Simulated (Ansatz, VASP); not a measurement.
## One calculation of AlFe, two programs

```
Fe Al
1.0
     2.90916    0.00000    0.00000
     0.00000    2.90916    0.00000
     0.00000    0.00000    2.90916
Fe Al
1 1
Cartesian
  1.4546 1.4546 1.4546
  0.0000 0.0000 0.0000
```

Alike in both runs: task single point; functional PBE; k mesh 8 × 8 × 8; non-collinear spin, spin-orbit coupling.

|  | VASP | Ansatz |
| --- | --- | --- |
| version | VASP 6.6.1 | Ansatz 0.2.0 |
| potentials or method | VASP PAW PBE potentials, release 64 (Fe, Al) | PAW plane waves |
| plane-wave cutoff (eV) | 520 | 420 |
| occupations | fermi-dirac, width 0.1 eV | fermi-dirac |
| valence electrons in the cell | 11 | 19 |

```tsv
	VASP	Ansatz	Ansatz less VASP
pressure (GPa)	-5.5	-5.4	+0.04
net moment per atom (μB)	0.37	0.37	0.000
```

The two sets of potentials don't hold the same shells in valence. Ansatz warned: «stress_scf_threshold_loose».
